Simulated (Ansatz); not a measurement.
## Response properties of CdTe (F-43m)

The conventional cell has a = 6.489 Å, b = 6.489 Å, c = 6.489 Å, α = 90.00°, β = 90.00°, γ = 90.00°. Around Cd (atom 1) lie 4 Te at 2.81 Å. Te (atom 2) has 4 Cd at 2.81 Å as nearest neighbours.

Ansatz runs use the cell relaxed by PAW under their functional.

(1) What are its gap and electron mass? (PBEsol, all-electron LAPW in Ansatz 0.2.0, scalar-relativistic; a = 6.489 Å; k mesh 8×8×8, fixed occupations, basis error target 1 meV/atom)

(2) How stiff is it? (PBEsol, all-electron LAPW in Ansatz 0.2.0, scalar-relativistic; a = 6.489 Å; k mesh 6×6×6, strains of ±0.005, fixed occupations, basis error target 1 meV/atom)

(3) How does it vibrate? (PBEsol, all-electron LAPW in Ansatz 0.2.0, scalar-relativistic; a = 6.489 Å; k mesh 6×6×6, fixed occupations, basis error target 1 meV/atom; q mesh 2×2×2)

(4) How does it screen a field? (PBEsol, PAW on Ansatz 0.2.0's default frozen-core files (fitted under PBE), scalar-relativistic; a = 6.489 Å; k mesh 6×6×6, fixed occupations, cutoff 420 eV)

(5) How much do local fields and the kernel change ε∞?

## Answers

(1) Kohn-Sham band edges (the gap between refined extrema, the direct gap on the fine mesh): gap = 0.65 eV, least direct gap = 0.65 eV, electron conductivity mass = 0.054 mₑ, ε∞ without local fields (PAW) = 9.63.

(2) Elastic moduli (Hill averages, relaxed ions; θ_D from sound speeds over directions): B = 41.5 GPa, G = 14.2 GPa, C11 = 53.0 GPa, C44 = 19.8 GPa, ν = 0.346, θ_D = 159 K.

(3) Harmonic phonons by finite displacements (no LO-TO term; negative means unstable): highest mode = 147 cm⁻¹, lowest at L = 28.0 cm⁻¹, lowest at X = 33.9 cm⁻¹, highest at Γ = 141 cm⁻¹.

(4) Dielectric response and Born charges by linear response (direction means): ε∞ = 9.06, largest |Z*| = 2.19 e, ε₀ = 12.0.

(5) From 9.63 (independent particles) to 9.06 (linear response), -6 %. The two sums use different k meshes, so a part of a few per cent can be the mesh's.

Caveats: no spin-orbit coupling on heavy atoms (band edges); semilocal gaps are low, and light masses and ε∞ follow the gap (band edges); constants at zero field, no piezoelectric stiffening (moduli); frozen-core PAW files fitted under PBE, their cores solved anew for the functional of the run (field response); zone-boundary modes aren't tested (field response); field response not resolved by the mesh (field response); semilocal gaps are low, so ε∞ comes out large.
